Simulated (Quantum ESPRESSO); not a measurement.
# KI (Fm-3m) in Quantum ESPRESSO: notebook, part 2 of 2

Quantum ESPRESSO 7.5.

## Step 4: Dielectric tensor, PBEsol

Contents of pw.in:

```
&CONTROL
  calculation = 'scf'
  prefix = 'pwscf'
  outdir = './tmp'
  pseudo_dir = './pseudo'
  tprnfor = .true.
  tstress = .true.
  disk_io = 'low'
/
&SYSTEM
  ibrav = 0
  nat = 2
  ntyp = 2
  ecutwfc = 74
  nbnd = 14
  occupations = 'smearing'
  smearing = 'fd'
  degauss = 0.00367493
/
&ELECTRONS
  conv_thr = 4d-10
  electron_maxstep = 120
  mixing_beta = 0.5
/
ATOMIC_SPECIES
I    126.9045 I.upf
K     39.0983 K.upf
CELL_PARAMETERS angstrom
   0.0000000000    3.5327750000    3.5327750000
   3.5327750000    0.0000000000    3.5327750000
   3.5327750000    3.5327750000    0.0000000000
ATOMIC_POSITIONS angstrom
I      3.5327750000    3.5327750000    3.5327750000
K      0.0000000000    0.0000000000    0.0000000000
K_POINTS automatic
6 6 6 1 1 1
```

Contents of scf2.in:

```
&CONTROL
  calculation = 'scf'
  prefix = 'pwscf'
  outdir = './tmp'
  pseudo_dir = './pseudo'
  tprnfor = .true.
  tstress = .true.
  disk_io = 'low'
/
&SYSTEM
  ibrav = 0
  nat = 2
  ntyp = 2
  ecutwfc = 74
  nbnd = 14
  occupations = 'fixed'
/
&ELECTRONS
  conv_thr = 1d-13
  electron_maxstep = 120
  mixing_beta = 0.5
  startingpot = 'file'
  startingwfc = 'file'
/
ATOMIC_SPECIES
I    126.9045 I.upf
K     39.0983 K.upf
CELL_PARAMETERS angstrom
   0.0000000000    3.5327750000    3.5327750000
   3.5327750000    0.0000000000    3.5327750000
   3.5327750000    3.5327750000    0.0000000000
ATOMIC_POSITIONS angstrom
I      3.5327750000    3.5327750000    3.5327750000
K      0.0000000000    0.0000000000    0.0000000000
K_POINTS automatic
6 6 6 1 1 1
```

Contents of ph.in:

```
dielectric of KI
&INPUTPH
  prefix = 'pwscf'
  outdir = './tmp'
  tr2_ph = 1d-18
  fildyn = 'dyn'
  niter_ph = 90
  alpha_mix(1) = 0.7
  epsil = .true.
  trans = .false.
  zeu = .true.
/
0.0000000000 0.0000000000 0.0000000000
```

Potentials or basis: PseudoDojo 0.4.1 SR PBEsol standard.

Run with:

```
> OMP_NUM_THREADS=1 pw.x -in pw.in > pw.out
> OMP_NUM_THREADS=1 pw.x -in scf2.in > scf2.out
> OMP_NUM_THREADS=1 ph.x -in ph.in > ph.out
```

pw.out:

```text
This program is part of the open-source Quantum ESPRESSO suite
     for quantum simulation of materials; please cite
[... 9 lines left out ...]
     --------------------
     sticks:   dense  smooth     PW     G-vecs:    dense   smooth      PW
     Sum        1813    1813    517                51253    51253    7823

     Using Slab Decomposition

     bravais-lattice index     =            0
     lattice parameter (alat)  =       9.4413  a.u.
     unit-cell volume          =     595.0789 (a.u.)^3
     number of atoms/cell      =            2
     number of atomic types    =            2
     number of electrons       =        16.00
     number of Kohn-Sham states=           14
     kinetic-energy cutoff     =      74.0000  Ry
     charge density cutoff     =     296.0000  Ry
     scf convergence threshold =      4.0E-10
     mixing beta               =       0.5000
     number of iterations used =            8  plain     mixing
     Exchange-correlation= PBESOL
                           (   1   4  10   8   0   0   0)

     celldm(1)=   9.441258  celldm(2)=   0.000000  celldm(3)=   0.000000
     celldm(4)=   0.000000  celldm(5)=   0.000000  celldm(6)=   0.000000

     crystal axes: (cart. coord. in units of alat)
               a(1) = (   0.000000   0.707107   0.707107 )
               a(2) = (   0.707107   0.000000   0.707107 )
               a(3) = (   0.707107   0.707107   0.000000 )

     reciprocal axes: (cart. coord. in units 2 pi/alat)
               b(1) = ( -0.707107  0.707107  0.707107 )
               b(2) = (  0.707107 -0.707107  0.707107 )
               b(3) = (  0.707107  0.707107 -0.707107 )

     PseudoPot. # 1 for I  read from file:
[... 96 lines left out ...]
     Davidson diagonalization with overlap
     c_bands:  1 eigenvalues not converged
     ethr =  8.01E-06,  avg # of iterations =  8.0

     total energy              =     -86.11218888 Ry
     estimated scf accuracy    <       0.00027364 Ry

     iteration #  4     ecut=    74.00 Ry     beta= 0.50
     Davidson diagonalization with overlap
     ethr =  1.71E-06,  avg # of iterations =  4.8
[... 32 lines left out ...]
     iteration #  9     ecut=    74.00 Ry     beta= 0.50
     Davidson diagonalization with overlap
     ethr =  1.25E-11,  avg # of iterations =  2.0

     End of self-consistent calculation

          k = 0.0589 0.0589 0.0589 (  6360 PWs)   bands (ev):

   -27.0426 -10.6085 -10.5960 -10.5960  -9.2414   1.1558   1.2573   1.2573
     5.2818   7.6752   7.8007   7.8007   8.5449   8.5449
[... 73 lines left out ...]
   -27.0400 -10.6454 -10.6202 -10.6138  -9.1083   0.2801   0.8575   0.9120
     6.2299   7.0824   9.3930   9.4758  10.1407  10.7708

          k =-0.5303 0.1768-0.0589 (  6401 PWs)   bands (ev):

   -27.0403 -10.6750 -10.6162 -10.6108  -9.0683   0.2829   0.8024   0.9003
     6.6970   7.4513   8.6737   9.4665  10.1183  10.3565

          k =-0.4125 0.0589 0.0589 (  6382 PWs)   bands (ev):
[... 51 lines left out ...]
   -27.0404 -10.7304 -10.6096 -10.6007  -8.9969   0.0739   0.7913   0.9227
     7.0271   8.3166   8.8272   9.4444   9.7952  10.1257

     the Fermi energy is     3.9933 ev

!    total energy              =     -86.11222846 Ry
     estimated scf accuracy    <          6.0E-11 Ry
     smearing contrib. (-TS)   =      -0.00000000 Ry
     internal energy E=F+TS    =     -86.11222846 Ry

     The total energy is F=E-TS. E is the sum of the following terms:
     one-electron contribution =     -29.65294646 Ry
     hartree contribution      =      19.07935758 Ry
     xc contribution           =     -20.61496399 Ry
     ewald contribution        =     -54.92367560 Ry

     convergence has been achieved in   9 iterations

     Forces acting on atoms (cartesian axes, Ry/au):

     atom    1 type  1   force =     0.00000000    0.00000000    0.00000000
     atom    2 type  2   force =     0.00000000    0.00000000    0.00000000

     Total force =     0.000000     Total SCF correction =     0.000000

     Computing stress (Cartesian axis) and pressure

          total   stress  (Ry/bohr**3)                   (kbar)     P=       -2.91
  -0.00001976  -0.00000000  -0.00000000           -2.91       -0.00       -0.00
  -0.00000000  -0.00001976  -0.00000000           -0.00       -2.91       -0.00
  -0.00000000  -0.00000000  -0.00001976           -0.00       -0.00       -2.91

=------------------------------------------------------------------------------=
   JOB DONE.
=------------------------------------------------------------------------------=
```

ph.out:

```text
This program is part of the open-source Quantum ESPRESSO suite
     for quantum simulation of materials; please cite
         "P. Giannozzi et al., J. Phys.:Condens. Matter 21 395502 (2009);
         "P. Giannozzi et al., J. Phys.:Condens. Matter 29 465901 (2017);
         "P. Giannozzi et al., J. Chem. Phys. 152 154105 (2020);
     in publications or presentations arising from this work. More details at

     IMPORTANT: XC functional enforced from input :
[... 187 lines left out ...]
      E*z (       -0.00000       -0.00000        1.14355 )

     INITIALIZATION:

     DIELECTRIC CONSTANT AND EFFECTIVE CHARGES:

      Additional routines

=------------------------------------------------------------------------------=
   JOB DONE.
=------------------------------------------------------------------------------=
```

It took 7.8 min on 1 thread of Arm Neoverse V2, shared host; peak memory 0.13 GiB.

Results:

- Free energy: -1171.6166 eV
- Pressure: -0.3 GPa
- Electronic dielectric tensor (diagonal): 2.91
- Born charges (mean of the diagonal): I -1.14; K +1.14 e

Electronic dielectric tensor:
```
2.91 0.00 0.00
0.00 2.91 0.00
0.00 0.00 2.91
```

Born effective charge tensors (e):
atom 1, I
```
-1.14  0.00  0.00
 0.00 -1.14  0.00
 0.00  0.00 -1.14
```
atom 2, K
```
1.14 0.00 0.00
0.00 1.14 0.00
0.00 0.00 1.14
```

The run has no spin-orbit coupling, so splittings on I are missing.

## Step 5: Overview

| k mesh | mesh quality | pressure (GPa) |
| --- | --- | --- |
| 2 × 2 × 2, shifted | coarse | -0.3 |
| 4 × 4 × 4, shifted | not flagged | -0.3 |
| 6 × 6 × 6, shifted | not flagged | -0.3 |

Alike in all rows: task dielectric tensor; level PBEsol; potentials or basis PseudoDojo 0.4.1 SR PBEsol standard; no spin polarisation; cell as given; cutoff (eV) 1007; smearing fermi-dirac 0.05 eV.

Caveats: some runs use coarse meshes.

Total energies depend on the potentials used, so only differences within one code and one set of settings carry meaning.

## Step 6: Comparison with measurements

Step 3. Against the measured high-frequency dielectric constant of KI, 2.65 (a printed reference work, monograph), the calculated 2.91 is off by +9.9 %.

Step 4. A measured high-frequency dielectric constant of KI is 2.65 (a printed reference work, monograph); the calculated 2.91 misses it by +10.0 %.
